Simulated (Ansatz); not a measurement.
An Ansatz input (plane waves, PAW) for BP that has something wrong with it:

```yaml
crystal:
  lattice:
    - [0.0, 2.2677136497, 2.2677136497]
    - [2.2677136497, 0.0, 2.2677136497]
    - [2.2677136497, 2.2677136497, 0.0]
  atoms:
    - { symbol: B, position: [0.0, 0.0, 0.0] }
    - { symbol: P, position: [0.75, 0.75, 0.75] }
basis:
  ecutwfc: 500
  ecutrho_ratio: 4
kpoints:
  mp_grid: { grid: [8, 8, 8] }
hamiltonian:
  xc: r2scan
scf:
  occupations: { method: gaussian, width: 0.05 }
  max_iter: 100
output:
  forces: true
  stress: true
total_charge: 6
```

Launched as:
```sh
ansatz run input.yaml --threads 4 --pin off --max-ram 7168MiB --backend cpu --events-out ev --progress --plain --runs-dir out
```

**Question.** What is wrong with it?

**Answer.** A charge that the system can't hold. Against the sound input: total_charge: 6 (the cap on iterations is only a precaution).

What the program printed:

```
SCF iter   1: F=—  HF=-945.881397 eV  |F-HF|=—  |Δ(HF+E_count)|=         —  Δρ=3.73e-2  dr2=3.96e-1  dr2_τ=3.12e-1
SCF iter   2: F=—  HF=-946.303688 eV  |F-HF|=—  |Δ(HF+E_count)|=   4.22e-1  Δρ=1.59e-2  dr2=7.19e-2  dr2_τ=8.43e-4
SCF iter   3: F=—  HF=-946.305687 eV  |F-HF|=—  |Δ(HF+E_count)|=   2.00e-3  Δρ=2.59e-3  dr2=1.87e-3  dr2_τ=1.70e-5
SCF iter   4: F=—  HF=-946.306245 eV  |F-HF|=—  |Δ(HF+E_count)|=   5.58e-4  Δρ=1.04e-3  dr2=2.93e-4  dr2_τ=3.91e-6
SCF iter   5: F=—  HF=-946.306306 eV  |F-HF|=—  |Δ(HF+E_count)|=   6.07e-5  Δρ=2.11e-4  dr2=1.22e-5  dr2_τ=1.97e-7
SCF iter   6: F=—  HF=-946.306305 eV  |F-HF|=—  |Δ(HF+E_count)|=   7.00e-7  Δρ=5.08e-5  dr2=6.95e-7  dr2_τ=6.03e-9
SCF iter   7: F=-946.306305 eV  HF=-946.306305 eV  |F-HF|=5.57e-10  |Δ(HF+E_count)|=   1.15e-8  Δρ=3.03e-6  dr2=2.60e-9  dr2_τ=2.53e-11
```

```
SCF 1 converged in 7 iterations: F = -946.306305 eV  dr2 = 2.60e-9
SCF converged after 7 iterations
Free energy (F): -946.306305 eV
E sigma→0 (E₀):  -946.306305 eV
Fermi energy:    0.450342 eV
--- Forces (eV/Å), atoms counted from 1 ---
  atom   1  B      0.00000000     0.00000000     0.00000000
  atom   2  P      0.00000000     0.00000000     0.00000000
--- Stress (GPa, compression-positive) ---
      197.128554       0.000000       0.000000
        0.000000     197.128554       0.000000
        0.000000       0.000000     197.128554
  P = ⅓ Tr σ = 197.1286 GPa (1971.286 kbar)
```

The run converged all the same; its pressure of 197 GPa shows the fault against the sound run's. The net charge is balanced by a uniform background. Cost: 0.58 s on 4 threads of Arm Neoverse V2 (shared host), peak memory 0.32 GiB. The run before the change (r²SCAN, 500 eV, 8×8×8 mesh) gave:

| run | P (GPa) | gap on the mesh (eV) | cell moment (μB) | largest force component (eV/Å) |
| --- | --- | --- | --- | --- |
| sound | 0.1 | 1.44 | – | 0.000 |
| spoiled | 197.1 | 2.41 | – | 0.000 |

The chain of runs began from a cell as deposited in COD, expanded in volume.

Of that run: Kohn–Sham gaps of semilocal functionals lie under measured ones, often by a third or more.
